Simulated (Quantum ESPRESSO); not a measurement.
# Au: Wannier functions with PBE

Crystal: Au.

```
CELL_PARAMETERS angstrom
0.00000 2.03500 2.03500
2.03500 0.00000 2.03500
2.03500 2.03500 0.00000
ATOMIC_POSITIONS crystal
Au 0.00000 0.00000 0.00000
```

| Property | Result |
| --- | --- |
| Program | Quantum ESPRESSO 7.5 |
| Task | Wannier functions |
| Functional | PBE |
| Potentials or basis | GBRV 1.5 PBE |
| Cutoff | 612 eV |
| Density cutoff | 4898 eV |
| k mesh | 9 × 9 × 9 |
| Occupations | fermi-dirac, width 0.05 eV |
| Spin | no spin polarisation |
| Mixing beta | 0.5 |
| Most SCF iterations | 120 |
| SCF threshold | 2e-10 Ry |
| k mesh for the Wannier functions | 7 × 7 × 7 |
| Projections | Au spd |

The pressure is 10.3 GPa. The band gap on the k mesh is none (metal or under the smearing width), the total Wannier spread is 8.16 Å² over 9 functions and the RMS miss of the Wannier bands is 0.100 eV.

Levels at the corners of the path, in eV from the Fermi level:
| point | band 3 | band 4 | band 5 | band 6 | band 7 | band 8 |
| --- | --- | --- | --- | --- | --- | --- |
| Γ | -4.75 | -4.75 | -3.22 | -3.22 | 14.60 | 18.67 |
| X | -2.04 | -1.66 | -1.66 | 0.99 | 5.87 | 10.04 |
| W | -5.24 | -3.37 | -1.66 | 4.79 | 6.34 | 6.34 |
| K | -3.89 | -2.93 | -2.12 | 3.90 | 4.70 | 7.50 |
| Γ | -4.75 | -4.75 | -3.22 | -3.22 | 14.60 | 18.67 |
| L | -4.80 | -1.99 | -1.99 | -1.02 | 3.13 | 14.03 |
| U | -3.89 | -2.93 | -2.12 | 3.90 | 4.70 | 7.50 |
| W | -5.24 | -3.37 | -1.66 | 4.79 | 6.34 | 6.34 |
| L | -4.80 | -1.99 | -1.99 | -1.02 | 3.13 | 14.03 |
| K | -3.89 | -2.93 | -2.12 | 3.90 | 4.70 | 7.50 |
| U | -3.89 | -2.93 | -2.12 | 3.90 | 4.70 | 7.50 |
| X | -2.04 | -1.66 | -1.66 | 0.99 | 5.87 | 10.04 |

Wannier functions:
```
function  nearest atom  distance (Å)  spread (Å²)  on-site energy from the reference level (eV)
       1          1 Au          0.61         0.90                                          2.87
       2          1 Au          0.67         0.93                                          4.15
       3          1 Au          0.62         0.90                                          2.95
       4          1 Au          0.67         0.94                                          4.13
       5          1 Au          0.67         0.93                                          4.16
       6          1 Au          0.61         0.90                                          2.87
       7          1 Au          0.01         0.82                                         -3.60
       8          1 Au          0.67         0.93                                          4.15
       9          1 Au          0.61         0.90                                          2.82
```

Parts of the spread (Å²): invariant 6.28, diagonal 0.002, off-diagonal 1.88, total 8.16. Against the direct bands the interpolation misses by 100 meV (root mean square) and 1028 meV at most, for states up to 1 eV over the reference level.

Wall time 110 s on 1 thread of Arm Neoverse V2 (shared host), peak memory 0.11 GiB.

Caveat: spin-orbit coupling is left out, which moves the levels of the heavy elements.
